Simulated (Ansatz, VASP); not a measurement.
**BN: VASP beside Ansatz**

```xyz
2
Lattice="0.0000 1.8123 1.8123 1.8123 0.0000 1.8123 1.8123 1.8123 0.0000" Properties=species:S:1:pos:R:3 pbc="T T T"
B     0.0000    0.0000    0.0000
N     0.9062    0.9062    0.9062
```

Alike in both runs: functional PBE; k mesh 12 × 12 × 12; occupations gaussian, width 0.02 eV; no spin polarisation.

Ansatz relaxed the structure, and its values are those at the end. VASP's run is a single point on that final structure, the one shown.

|  | VASP | Ansatz |
| --- | --- | --- |
| version | VASP 6.6.1 | Ansatz 0.2.0 |
| potentials or method | VASP PAW PBE potentials, release 64 (B, N) | scalar-relativistic, plane waves, PAW |
| plane-wave cutoff (eV) | 520 | 420 |
| valence electrons in the cell | 8 | 8 |

Ansatz gave:

| Property | Result |
| --- | --- |
| gap on the k mesh at the Fermi level (eV) | 4.46 |
| least direct gap on the mesh (eV) | 8.79 |
| pressure (GPa) | 0.0 |

**Question.** Which values does VASP return?

**Answer.** gap on the k mesh at the Fermi level (eV): 4.45; least direct gap on the mesh (eV): 8.78; pressure (GPa): 0.2.

With one functional, cell and mesh, what is left measures potentials, basis and numerics.

A k mesh can miss the band edges.
